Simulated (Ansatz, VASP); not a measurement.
Zn in VASP and in Ansatz

```
CELL_PARAMETERS angstrom
0.00000 2.95075 2.95075
2.95075 0.00000 2.95075
2.95075 2.95075 0.00000
ATOMIC_POSITIONS crystal
Zn 0.12500 0.12500 0.12500
Zn 0.87500 0.87500 0.87500
```

Alike in both runs: task single point; functional PBE; k mesh 11 × 11 × 11; occupations fermi-dirac, width 0.1 eV; no spin polarisation.

|  | VASP | Ansatz |
| --- | --- | --- |
| version | VASP 6.6.1 | Ansatz 0.2.0 |
| potentials or method | VASP PAW PBE potentials, release 64 (Zn) | plane waves (420 eV) with PAW, scalar-relativistic |
| plane-wave cutoff (eV) | 520 | 420 |
| valence electrons in the cell | 24 | 24 |

```tsv
	VASP	Ansatz	Ansatz less VASP
pressure (GPa)	-0.8	-0.9	-0.14
```

With one functional, cell and mesh, what is left measures potentials, basis and numerics.
